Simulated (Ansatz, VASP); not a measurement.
## One calculation of Al, two programs

File INCAR:

```
SYSTEM = Al
PREC = Accurate
ENCUT = 520
EDIFF = 1E-7
ISMEAR = -1
SIGMA = 0.05
LREAL = .FALSE.
LASPH = .TRUE.
NELM = 60
ALGO = Normal
ISIF = 2
LWAVE = .FALSE.
LCHARG = .TRUE.
GGA = PE
LELF = .TRUE.
LVHAR = .TRUE.
NBANDS = 8
```

KPOINTS

```
regular mesh
0
G
  12 12 12
  0 0 0
```

The input POSCAR:

```
Al
1.0
   -1.6017568692      1.6017568692      1.6017568692
    1.6017568692     -1.6017568692      1.6017568692
    1.6017568692      1.6017568692     -1.6017568692
Al
1
Direct
    0.0000000000      0.0000000000      0.0000000000
```

input.yaml

```yaml
crystal:
  lattice:
    - [-1.6017568692, 1.6017568692, 1.6017568692]
    - [1.6017568692, -1.6017568692, 1.6017568692]
    - [1.6017568692, 1.6017568692, -1.6017568692]
  atoms:
    - { symbol: Al, position: [0.0, 0.0, 0.0] }
kpoints:
  mp_grid: { grid: [12, 12, 12] }
scf:
  occupations: { method: fermi_dirac, width: 0.05 }
hamiltonian:
  xc: pbe
  pseudopotentials: { kind: all_electron, lapw: { basis_error: 0.0005 } }
output:
  forces: true
  stress: true
  eigenvalues: true
```

Change from the starting cell: volume scaled by 1.02.

Alike in both runs: task single point; functional PBE; k mesh 12 × 12 × 12; occupations fermi-dirac, width 0.05 eV; no spin polarisation.

|  | VASP | Ansatz |
| --- | --- | --- |
| version | VASP 6.6.1 | Ansatz 0.2.0 |
| potentials or method | VASP PAW PBE potentials, release 64 (Al) | all-electron LAPW, scalar-relativistic |
| plane-wave cutoff (eV) | 520 | see its input |

```csv
,VASP,Ansatz,Ansatz less VASP
gap on the k mesh at the Fermi level (eV),none,none,-
pressure (GPa),2.2,2.2,+0.02
```

A gap of «none» marks a metal or a gap that the smearing closes. Ansatz ran all-electron here, so the differences hold the error of VASP's frozen core and of both bases.
